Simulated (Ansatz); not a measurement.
Wanted: the native input for an Ansatz 0.2.0 run.

```yaml
Task: single point
Functional: PBEsol
Potentials_or_basis: Ansatz PAW
Cutoff: "420 eV (not typed: the program's choice for these potentials)"
k_mesh: 7 × 7 × 7
Occupations: fermi-dirac, width 0.05 eV
Spin: collinear spin, ferromagnetic start
Starting_moments: "[2.0, 2.0, 2.0, 0.0] μB"
Fixed_moment: 6 μB
```

Mn3Si:

```
Mn Si
1.0
     0.00000    2.86100    2.86100
     2.86100    0.00000    2.86100
     2.86100    2.86100    0.00000
Mn Si
3 1
Cartesian
  4.2915 4.2915 4.2915
  1.4305 1.4305 1.4305
  2.8610 2.8610 2.8610
  0.0000 0.0000 0.0000
```

One way to write it, as run:

input.yaml

```yaml
crystal:
  lattice:
    - [0.0, 2.861, 2.861]
    - [2.861, 0.0, 2.861]
    - [2.861, 2.861, 0.0]
  atoms:
    - { symbol: Mn, position: [0.75, 0.75, 0.75], spin: 2.0 }
    - { symbol: Mn, position: [0.25, 0.25, 0.25], spin: 2.0 }
    - { symbol: Mn, position: [0.5, 0.5, 0.5], spin: 2.0 }
    - { symbol: Si, position: [0.0, 0.0, 0.0] }
hamiltonian:
  xc: pbesol
  pseudopotentials: { kind: paw }
magnetization:
  spin_polarized: true
  initial_magnetization: 6.0
  spin_locking: { lock_magnetization: hard }
kpoints:
  mp_grid: { grid: [7, 7, 7] }
scf:
  occupations: { method: fermi_dirac, width: 0.05 }
  lower_state_search: "off"
output:
  forces: true
  stress: true
  eigenvalues: true
```

Potentials or basis: Ansatz PAW.

The run is started by

```bash
$ ansatz run input.yaml --threads 2 --pin off --max-ram 5632MiB --backend cpu --events-out ev --progress --plain --runs-dir out
```

It gave:

```yaml
Pressure: -7.5 GPa
Net_moment: 6.00 μB per cell
Absolute_moment: 6.19 μB per cell
Site_moments: Mn +1.99, +1.88; Si -0.06 μB
```

Caveat: the total moment is fixed, so each spin has its own Fermi level; the PAW data sets come from PBE, with cores solved anew for the run's functional, which leaves a small shift of forces and pressure; the thresholds are loose for stress.

Run time: 2.4 s on 2 threads of AMD EPYC 7R43 64-Core Processor (Zen 3), with other jobs on the host, peak memory 0.39 GiB.
